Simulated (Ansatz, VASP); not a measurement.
## One calculation of Ni, two programs

```
CELL_PARAMETERS angstrom
0.00000 1.73316 1.73316
1.73316 0.00000 1.73316
1.73316 1.73316 0.00000
ATOMIC_POSITIONS crystal
Ni 0.00000 0.00000 0.00000
```

Alike in both runs: functional PBE; k mesh 20 × 20 × 20; occupations gaussian, width 0.1 eV; collinear spin.

Ansatz relaxed the structure, and its values are those at the end. VASP's run is a single point on that final structure, the one shown.

```csv
,VASP,Ansatz
version,VASP 6.6.1,Ansatz 0.2.0
potentials or method,"VASP PAW PBE potentials, release 64 (Ni)","scalar-relativistic, plane waves, PAW"
plane-wave cutoff (eV),520,420
valence electrons in the cell,10,18
```

Ansatz gave:

| Property | Result |
| --- | --- |
| gap on the k mesh at the Fermi level (eV) | none |
| pressure (GPa) | 10.0 |
| net moment per atom (μB) | 0.63 |
| size of the moment on the site where the two differ most (μB) | 0.67 |

**Question.** Estimate VASP's values.

**Answer.** gap on the k mesh at the Fermi level (eV): none; pressure (GPa): 9.8; net moment per atom (μB): 0.62; size of the moment on the site where the two differ most (μB): 0.63.

Site moments also hang on the region over which each program counts them. A gap of «none» marks a metal or a gap that the smearing closes. The functional is the same, so the differences come from potentials, cutoffs and numerics. The two sets of potentials don't hold the same shells in valence.
